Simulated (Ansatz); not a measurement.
# Ti2HC (R-3m) in Ansatz: convergence with smearing width

Aim: find how far smearing width must go before the results for Ti2HC settle, at r2SCAN. This setting moves, with any that are tied to it; all else stays.

All numbers are computed with Ansatz 0.2.0; they aren't measurements. Logs are shortened: lines on timing, memory, paths and dates and some standing lists are left out, and cuts for length are marked.

## 1. The crystal as given

The structure is trigonal, space group R-3m (No. 166). The conventional cell has a = 3.097 Å, b = 3.097 Å, c = 14.385 Å, α = 90.00°, β = 90.00°, γ = 120.00°. Ti (site symmetry 3m) has 3 C at 2.11 Å and 3 H at 2.20 Å as nearest neighbours. Around C (site symmetry -3m) lie 6 Ti at 2.11 Å. H (site symmetry -3m) has 6 Ti at 2.20 Å as nearest neighbours.

The cell comes from a database or a generator and needn't be the stable form of this composition.

## 2. With smearing width 0.3 eV

Input file input.yaml:

```yaml
crystal:
  lattice:
    - [1.5482797468, 0.8938997286, 4.794880309]
    - [-1.5482797468, 0.8938997286, 4.794880309]
    - [0.0, -1.7877994572, 4.794880309]
  atoms:
    - { symbol: Ti, position: [0.24394595, 0.24394595, 0.24394595] }
    - { symbol: Ti, position: [0.75605405, 0.75605405, 0.75605405] }
    - { symbol: C, position: [0.5, 0.5, 0.5] }
    - { symbol: H, position: [0.0, 0.0, 0.0] }
hamiltonian:
  xc: r2scan
  pseudopotentials: { kind: paw, source: jth }
kpoints:
  mp_grid: { grid: [8, 8, 8] }
scf:
  occupations: { method: gaussian, width: 0.3 }
output:
  forces: true
  stress: true
  eigenvalues: true
```

Potentials or basis: JTH PAW.

Started as:

```sh
ansatz run input.yaml --threads 2 --pin off --max-ram 5632MiB --backend cpu --events-out ev --progress --plain --runs-dir out
```

The log of the run:

```text
Warning: the checks of this Ti dataset prove no rule for summing its radial tables, as where they were carried onto another mesh than they were made on, and Gregory's rule is taken, under which a leading mesh point left out moves its sums only by what lay on the interval it spanned. That does not make them correct, and they differ from Quantum ESPRESSO's on this file; a re-export a fraction of a mesh step off can move them. hamiltonian.pseudopotentials.radial_quadrature: simpson_from_first_knot sums it by `pw.x`'s rule; on a PAW file no value gives `pw.x`'s numbers. What more to know: hamiltonian.pseudopotentials.radial_quadrature, in the input reference
Warning: the checks of this C dataset prove no rule for summing its radial tables, as where they were carried onto another mesh than they were made on, and Gregory's rule is taken, under which a leading mesh point left out moves its sums only by what lay on the interval it spanned. That does not make them correct, and they differ from Quantum ESPRESSO's on this file; a re-export a fraction of a mesh step off can move them. hamiltonian.pseudopotentials.radial_quadrature: simpson_from_first_knot sums it by `pw.x`'s rule; on a PAW file no value gives `pw.x`'s numbers. What more to know: hamiltonian.pseudopotentials.radial_quadrature, in the input reference
Warning: the checks of this H dataset prove no rule for summing its radial tables, as where they were carried onto another mesh than they were made on, and Gregory's rule is taken, under which a leading mesh point left out moves its sums only by what lay on the interval it spanned. That does not make them correct, and they differ from Quantum ESPRESSO's on this file; a re-export a fraction of a mesh step off can move them. hamiltonian.pseudopotentials.radial_quadrature: simpson_from_first_knot sums it by `pw.x`'s rule; on a PAW file no value gives `pw.x`'s numbers. What more to know: hamiltonian.pseudopotentials.radial_quadrature, in the input reference
Warning: RAYON_NUM_THREADS=2 ignored (pool sized by the plan → 2); use --threads N
basis.fft_grid_basis auto: the FFT boxes are laid along the combinations [[1, 0, -1], [0, 1, -1], [0, 0, 1]] of the cell's own vectors, 3.097, 3.097 and 5.117 Å long. The dense box has 54×54×90 points. Along the cell's own vectors, as sized, it would have 90×90×90, 2.78 times as many. Of the 12 symmetry operations that the crystal satisfies within crystal.symmetry.tolerance (time reversal apart; of a slab, those that keep its plane) the dense box along the cell's own vectors carries 12, and the one as laid loses 8 of those. basis.fft_grid_basis: typed keeps the cell's own vectors: state it where this run's energies or levels are differenced outside the engine with another run's, or held beside a run that keeps those vectors.
Engine: ansatz 0.2.0, aarch64-unknown-linux-gnu
Pseudopotentials: kind: paw
Pseudopotential: Ti, paw, valence charge 12, recommended cutoff 1230 eV (normal), Ti.paw.azcp
Pseudopotential: C, paw, valence charge 4, recommended cutoff 780 eV (normal), C.paw.azcp
Pseudopotential: H, paw, valence charge 1, recommended cutoff 630 eV (normal), H.paw.azcp
Functional definition: r2SCAN
  parameter k0 = 0.174
  parameter k1 = 0.065
  parameter a1 = 4.9479
  exchange = r2scan_x(k0 = k0, k1 = k1, a1 = a1)
  correlation = r2scan_c
Crystal: 4 atoms, lattice volume = 39.817 Å³
Basis set: ecut = 1230 eV, 3873 PW (Γ), FFT grids on a1−a3, a2−a3, a3, exchange–correlation on 216×216×360 points (64 copies of the dense FFT grid, shifted against one another)
Bands: 19, of which v1, the nominal top of the filled ones, is band 15 counted from 1 (14 counted from 0)
Symmetry: 12 space group operations
Space group: R-3m (ITA 166), of the structure as read, at distance tolerance 3.4e-5 Å
k-points: 65 of 512
Non-local potential: Ti, projectors of the file, l = 0: 2, l = 1: 2, l = 2: 2
Non-local potential: C, projectors of the file, l = 0: 2, l = 1: 2
Non-local potential: H, projectors of the file, l = 0: 2, l = 1: 1
PAW form: soft (Blöchl's): semilocal exchange-correlation on the pseudo side does not see the compensation charge
PAW frozen core: Ti, regenerated for the run's functional (the file was generated under x = pbe(κ = 0.804, μ = 0.2195149727645171), c = pbe(β = 0.06672455060314922))
PAW frozen core: C, regenerated for the run's functional (the file was generated under x = pbe(κ = 0.804, μ = 0.2195149727645171), c = pbe(β = 0.06672455060314922))
PAW one-centre angular grid: Ti, 590 points (default); XC on 160 Gauss nodes
PAW one-centre angular grid: C, 302 points (default); XC on 160 Gauss nodes
PAW one-centre angular grid: H, 302 points (default); XC on 160 Gauss nodes
Initial density: superposition of atomic densities (chi_scale 0.1, normalization cell, long waves kept (reshape's long-wave potential 0.02 eV rms))
Initial wavefunctions: pseudopotential atomic-orbital guess
Functional: x = r2scan, c = r2scan; τ floored in thin density (d = 2e-4 eV/Å³)
SCF iter   1: F=—  HF=-5284.066749 eV  |F-HF|=—  |Δ(HF+E_count)|=         —  Δρ=1.86e-1  dr2=1.99e1  dr2_τ=1.23e0  ethr=3.10e-3  ⟨swp⟩=4.7  Hψ=6526  notcnv=0
preconditioner: auto → Kerker (q_TF=auto, 2.588 Å⁻¹)  [metal: Δε(μ)=0.012 eV  Ē_g=8.842 eV  σ=0.300 eV  W_gap=0.02  n_scr=14 (ndim 8)  ℏωp=21.2 eV  f_vac=0.000  D(μ)=1.88/eV (n_scr^D=22)]
SCF iter   2: F=—  HF=-5279.101415 eV  |F-HF|=—  |Δ(HF+E_count)|=    4.97e0  Δρ=5.63e-2  dr2=1.77e0  dr2_τ=2.76e-1  ethr=3.10e-3  ⟨swp⟩=4.0  Hψ=3515  notcnv=0
SCF iter   3: F=—  HF=-5278.861557 eV  |F-HF|=—  |Δ(HF+E_count)|=   2.40e-1  Δρ=2.40e-2  dr2=1.46e-1  dr2_τ=6.80e-3  ethr=3.10e-3  ⟨swp⟩=2.5  Hψ=2393  notcnv=0
SCF iter   4: F=—  HF=-5278.897532 eV  |F-HF|=—  |Δ(HF+E_count)|=   3.60e-2  Δρ=7.00e-3  dr2=3.54e-2  dr2_τ=5.68e-4  ethr=5.03e-4  ⟨swp⟩=2.0  Hψ=1964  notcnv=0
SCF iter   5: F=—  HF=-5278.893495 eV  |F-HF|=—  |Δ(HF+E_count)|=   4.04e-3  Δρ=3.81e-3  dr2=7.55e-3  dr2_τ=1.38e-4  ethr=1.22e-4  ⟨swp⟩=2.8  Hψ=2398  notcnv=0
SCF iter   6: F=—  HF=-5278.891758 eV  |F-HF|=—  |Δ(HF+E_count)|=   1.74e-3  Δρ=7.31e-4  dr2=2.87e-4  dr2_τ=5.20e-6  ethr=2.60e-5  ⟨swp⟩=2.2  Hψ=1743  notcnv=0
SCF iter   7: F=—  HF=-5278.891714 eV  |F-HF|=—  |Δ(HF+E_count)|=   4.38e-5  Δρ=1.10e-4  dr2=8.50e-6  dr2_τ=1.37e-7  ethr=9.89e-7  ⟨swp⟩=2.0  Hψ=1666  notcnv=0
SCF iter   8: F=—  HF=-5278.891729 eV  |F-HF|=—  |Δ(HF+E_count)|=   1.51e-5  Δρ=1.73e-5  dr2=2.84e-7  dr2_τ=6.71e-9  ethr=2.93e-8  ⟨swp⟩=2.0  Hψ=1667  notcnv=0
SCF iter   9: F=-5278.891729 eV  HF=-5278.891729 eV  |F-HF|=1.56e-8  |Δ(HF+E_count)|=   2.89e-8  Δρ=6.74e-6  dr2=2.26e-8  dr2_τ=4.42e-10  ethr=3.45e-10  ⟨swp⟩=6.6  Hψ=6408  notcnv=0
SCF 1 converged in 9 iterations: F = -5278.891729 eV  dr2 = 2.26e-8
SCF converged after 9 iterations
Free energy (F): -5278.891729 eV
Harris-Foulkes:  -5278.891729 eV  (|F-HF|=1.56e-8)
Internal energy: -5278.787004 eV  (E = F + TS)
E sigma→0 (E₀):  -5278.839367 eV
Entropy (-TS):   -0.104725 eV (-26.181 meV/atom)
Fermi energy:    14.222689 eV
--- Per-component energies (eV) ---
  E_band       = -296.924735
  E_kinetic    = 529.229555
  E_local      = -1811.786695  (includes V_loc(G=0)·N_el)
  E_nonlocal   = 259.565892
  E_hartree    = 661.293094
  E_xc         = -231.972997
  E_vxc        = -293.151858  (∫ρ·V_xc dr)
  E_paw        = -2179.168026  (= ΣΔE_a)
  E_vpaw       = -321.484406  (= ΣTr[D̂ρ^β])
  E_aug_tail   = 0.000005  (compensation charges beyond the density's cutoff)
  E_vtau       = 18.113026  (kinetic-family band-sum trace: ∫τ·v_τ [+ j·A + Jᵃ·Aᵃ] dr)
  E_ewald      = -2505.423927
  E_core_change = -0.523904  (= ΣΔE_core)
  E_smearing   = -0.104725  (= −TS)
  E_closure    = -0.000000  (closes the sum)
  Σ components = -5278.891729   (vs F -5278.891729, Δ=0.00e0)
--- Forces (eV/Å), atoms counted from 1 ---
  atom   1  Ti     0.00000000     0.00000000     0.00729560
  atom   2  Ti    -0.00000000    -0.00000000    -0.00729560
  atom   3  C     -0.00000000     0.00000000     0.00000000
  atom   4  H      0.00000000    -0.00000000     0.00000000
  max |Σ_I F_I| component: 1.85e-17 eV/Å
--- Stress (GPa, compression-positive) ---
        0.156173       0.000000      -0.000000
        0.000000       0.156173       0.000000
       -0.000000       0.000000       1.169935
  P = ⅓ Tr σ = 0.4941 GPa (4.941 kbar)
--- Band table (eV; the first three rows and the last of 65) ---
  k-point 0: bands = ["-45.0066", "-44.8951", "-20.5357", "-20.0471", "-20.0471", "-19.9630", "-19.9630", "-19.9221", "1.6181", "7.6550", "8.7684", "11.1454", "11.1454", "14.5581", "14.5581", "15.2762", "16.1064", "16.1064", "17.3053"]
  k-point 1: bands = ["-44.9961", "-44.8929", "-20.5079", "-20.0999", "-20.0602", "-20.0141", "-19.9731", "-19.9332", "1.8773", "7.4571", "9.1189", "11.1248", "11.2160", "14.2639", "14.7013", "15.2957", "15.5251", "16.1495", "17.2123"]
  k-point 2: bands = ["-44.9693", "-44.8893", "-20.4383", "-20.2227", "-20.1288", "-20.0913", "-19.9976", "-19.9719", "2.4965", "7.3275", "9.7994", "10.7836", "11.3338", "13.5919", "14.4057", "15.0912", "15.7103", "16.4562", "17.1189"]
  k-point 64: bands = ["-44.9802", "-44.9219", "-20.3575", "-20.1120", "-20.0256", "-20.0256", "-19.9849", "-19.9849", "2.1177", "5.7142", "11.2449", "11.3270", "11.3270", "14.3330", "14.9023", "14.9023", "15.8351", "15.8351", "16.3405"]
```

Run time: 14 s. Hardware: 2 threads of Arm Neoverse V2, shared host; peak memory 1.7 GiB.

Results:

```
Free energy            : -5278.8917 eV
Pressure               : 0.5 GPa
Largest force          : 0.007 eV/Å
Band gap on the k mesh : none (metal or under the smearing width)
```

## 3. With smearing width 0.2 eV

input.yaml, as its differences from that of step 2:

```diff
@@ -16,3 +16,3 @@
 scf:
-  occupations: { method: gaussian, width: 0.3 }
+  occupations: { method: gaussian, width: 0.2 }
 output:
```

Potentials or basis: JTH PAW.

Started as:

```sh
ansatz run input.yaml --threads 2 --pin off --max-ram 5632MiB --backend cpu --events-out ev --progress --plain --runs-dir out
```

Wall time 14 s (2 threads of Arm Neoverse V2, shared host); peak memory 1.7 GiB.

Results:

```
Free energy            : -5278.8615 eV
Pressure               : 0.4 GPa
Largest force          : 0.034 eV/Å
Band gap on the k mesh : none (metal or under the smearing width)
```

## 4. With smearing width 0.15 eV

input.yaml, as its differences from that of step 3:

```diff
@@ -16,3 +16,3 @@
 scf:
-  occupations: { method: gaussian, width: 0.2 }
+  occupations: { method: gaussian, width: 0.15 }
 output:
```

Started as:

```sh
ansatz run input.yaml --threads 2 --pin off --max-ram 5632MiB --backend cpu --events-out ev --progress --plain --runs-dir out
```

It took 14 s on 2 threads of Arm Neoverse V2, shared host; peak memory 1.7 GiB.

What came out:

```
Free energy            : -5278.8501 eV
Pressure               : 0.3 GPa
Largest force          : 0.051 eV/Å
Band gap on the k mesh : none (metal or under the smearing width)
```

## 5. With smearing width 0.1 eV

input.yaml, as its differences from that of step 4:

```diff
@@ -16,3 +16,3 @@
 scf:
-  occupations: { method: gaussian, width: 0.15 }
+  occupations: { method: gaussian, width: 0.1 }
 output:
```

Started as:

```sh
ansatz run input.yaml --threads 2 --pin off --max-ram 5632MiB --backend cpu --events-out ev --progress --plain --runs-dir out
```

Run time: 14 s. Hardware: 2 threads of Arm Neoverse V2, shared host; peak memory 1.7 GiB.

What came out:

```yaml
Free_energy: -5278.8413 eV
Pressure: 0.2 GPa
Largest_force: 0.066 eV/Å
Band_gap_on_the_k_mesh: none (metal or under the smearing width)
```

## 6. With smearing width 0.05 eV

input.yaml, as its differences from that of step 5:

```diff
@@ -16,3 +16,3 @@
 scf:
-  occupations: { method: gaussian, width: 0.1 }
+  occupations: { method: gaussian, width: 0.05 }
 output:
```

Potentials or basis: JTH PAW.

Started as:

```sh
ansatz run input.yaml --threads 2 --pin off --max-ram 5632MiB --backend cpu --events-out ev --progress --plain --runs-dir out
```

Run time: 14 s. Hardware: 2 threads of Arm Neoverse V2, shared host; peak memory 1.7 GiB.

Results (log left out):

* Free energy: -5278.8355 eV
* Pressure: 0.2 GPa
* Largest force: 0.074 eV/Å
* Band gap on the k mesh: none (metal or under the smearing width)

## 7. With smearing width 0.025 eV

input.yaml, as its differences from that of step 6:

```diff
@@ -16,3 +16,3 @@
 scf:
-  occupations: { method: gaussian, width: 0.05 }
+  occupations: { method: gaussian, width: 0.025 }
 output:
```

Started as:

```sh
ansatz run input.yaml --threads 2 --pin off --max-ram 5632MiB --backend cpu --events-out ev --progress --plain --runs-dir out
```

Wall time 14 s (2 threads of Arm Neoverse V2, shared host); peak memory 1.7 GiB.

Results (log left out):

| Item | Value |
| --- | --- |
| Free energy | -5278.8338 eV |
| Pressure | 0.2 GPa |
| Largest force | 0.069 eV/Å |
| Band gap on the k mesh | none (metal or under the smearing width) |

## 8. With smearing width 0.01 eV

input.yaml, as its differences from that of step 7:

```diff
@@ -16,3 +16,3 @@
 scf:
-  occupations: { method: gaussian, width: 0.025 }
+  occupations: { method: gaussian, width: 0.01 }
 output:
```

Started as:

```sh
ansatz run input.yaml --threads 2 --pin off --max-ram 5632MiB --backend cpu --events-out ev --progress --plain --runs-dir out
```

Run time: 14 s. Hardware: 2 threads of Arm Neoverse V2, shared host; peak memory 1.7 GiB.

The run converged. Its results:

- Free energy: -5278.8332 eV
- Pressure: 0.2 GPa
- Largest force: 0.059 eV/Å
- Band gap on the k mesh: none (metal or under the smearing width)

## 9. With smearing width 0.005 eV

input.yaml, as its differences from that of step 8:

```diff
@@ -16,3 +16,3 @@
 scf:
-  occupations: { method: gaussian, width: 0.01 }
+  occupations: { method: gaussian, width: 0.005 }
 output:
```

Potentials or basis: JTH PAW.

Started as:

```sh
ansatz run input.yaml --threads 2 --pin off --max-ram 5632MiB --backend cpu --events-out ev --progress --plain --runs-dir out
```

Wall time 14 s (2 threads of Arm Neoverse V2, shared host); peak memory 1.7 GiB.

The run converged. Its results:

```yaml
Free_energy: -5278.8331 eV
Pressure: 0.2 GPa
Largest_force: 0.053 eV/Å
Band_gap_on_the_k_mesh: none (metal or under the smearing width)
```

## 10. Summary

```csv
smearing width,"energy less the tightest run, at zero smearing (meV/atom)",pressure (GPa),largest force (eV/Å),SCF cycles,CPU time (s),peak memory (GiB)
0.3 eV,-1.58,0.49,0.007,9,27,1.7
0.2 eV,-0.76,0.35,0.034,9,27,1.7
0.15 eV,-0.45,0.29,0.051,9,28,1.7
0.1 eV,-0.24,0.23,0.066,9,27,1.7
0.05 eV,-0.09,0.18,0.074,9,28,1.7
0.025 eV,-0.02,0.16,0.069,9,28,1.7
0.01 eV,0.00,0.17,0.059,9,29,1.7
0.005 eV,0.00,0.17,0.053,9,28,1.7
```

Against the tightest run, the energy stays within 1 meV/atom from 0.2 eV on; the pressure stays within 0.1 GPa from 0.1 eV on. Not settled before the last step: the largest force (to 0.005 eV/Å). Narrower smearing needs a denser k mesh, so at a fixed mesh the narrowest width isn't the most accurate. The tightest run that finished is the yardstick and may itself not be fully converged.
